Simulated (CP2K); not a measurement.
PbSe (Clausthalite):

```xyz
2
Lattice="4.3284 0.0000 0.0000 2.1642 3.7485 0.0000 2.1642 1.2495 3.5341" Properties=species:S:1:pos:R:3 pbc="T T T"
Pb    0.0000    0.0000    0.0000
Se    4.3284    2.4990    1.7671
```

Program: CP2K 2026.2. Alike in all runs: task band structure; no spin polarisation; cell as given; k mesh 8 × 8 × 8.

Q: Order these runs on this cell by their pressure, lowest first.
A. level LDA; potentials or basis GTH_POTENTIALS Pb GTH-PADE-q4, Se GTH-PADE-q6; TZVP-MOLOPT-PBE-GTH basis; smearing fermi-dirac 0.1 eV; EPS_DEFAULT 1.0E-10; NGRIDS 4; points a segment of the path (NPOINTS) 6; bands added on the path 6; CUTOFF of the grids 450 Ry
B. level PBEsol; potentials or basis POTENTIAL_UZH Pb GTH-PBE-q4, Se GTH-PBE-q6; TZVP-MOLOPT-PBE-GTH basis; smearing fermi-dirac 0.0259 eV; EPS_DEFAULT 1.0E-9; NGRIDS 5; points a segment of the path (NPOINTS) 8; bands added on the path 4; CUTOFF of the grids 450 Ry
C. level r2SCAN; potentials or basis POTENTIAL_UZH Pb GTH-SCAN-q4, Se GTH-SCAN-q6; TZVP-MOLOPT-SCAN-GTH basis; smearing fermi-dirac 0.0259 eV; EPS_DEFAULT 1.0E-9; NGRIDS 5; points a segment of the path (NPOINTS) 10; bands added on the path 2; CUTOFF of the grids 675 Ry

A: A (-2.9 GPa), C (0.1 GPa), B (1.6 GPa).

Caveats: the basis of atomic orbitals isn't converged, which shifts pressures, moduli and gaps; the potentials were made for another functional, which shifts forces and pressure (some runs).
